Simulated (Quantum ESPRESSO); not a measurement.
A run of Quantum ESPRESSO 7.5 is set up as follows.

pw.in

```
&CONTROL
  calculation = 'scf'
  prefix = 'pwscf'
  outdir = './tmp'
  pseudo_dir = './pseudo'
  tprnfor = .true.
  tstress = .true.
  disk_io = 'nowf'
/
&SYSTEM
  ibrav = 0
  nat = 1
  ntyp = 1
  ecutwfc = 45
  ecutrho = 360
  nbnd = 18
  occupations = 'smearing'
  smearing = 'fd'
  degauss = 0.00367493
  nspin = 2
  starting_magnetization(1) = 0.0556
/
&ELECTRONS
  conv_thr = 2d-10
  electron_maxstep = 120
  mixing_beta = 0.3
/
ATOMIC_SPECIES
Ni    58.6934 ni_pbesol_v1.4.uspp.F.UPF
CELL_PARAMETERS angstrom
  -1.3837154700    1.3837154700    1.3837154700
   1.3837154700   -1.3837154700    1.3837154700
   1.3837154700    1.3837154700   -1.3837154700
ATOMIC_POSITIONS angstrom
Ni     0.0000000000    0.0000000000    0.0000000000
K_POINTS automatic
13 13 13 0 0 0
HUBBARD {atomic}
U Ni-3d 6.0
```

Potentials or basis: GBRV 1.5 PBEsol.

Launch:

```bash
$ OMP_NUM_THREADS=1 mpirun -n 2 pw.x -nk 2 -in pw.in > pw.out
```

Q: What does it give for the pressure?

A: -5.6 GPa.

Q: What does it give for the band gap on the k mesh?

A: None (metal or under the smearing width).

Q: Predict the site moments.

A: Ni +0.68 μB.

Eigenvalues of the final occupation matrices:
| site | spin | trace | eigenvalues |
| --- | --- | --- | --- |
| Ni 1 3d | 1 | 4.81 | 0.96 0.96 0.96 0.96 0.96 |
| Ni 1 3d | 2 | 4.15 | 0.76 0.76 0.76 0.94 0.94 |

Caveat: the U is typed as a test and isn't derived for this compound. The state reached can hang on the start; a lower one may exist.
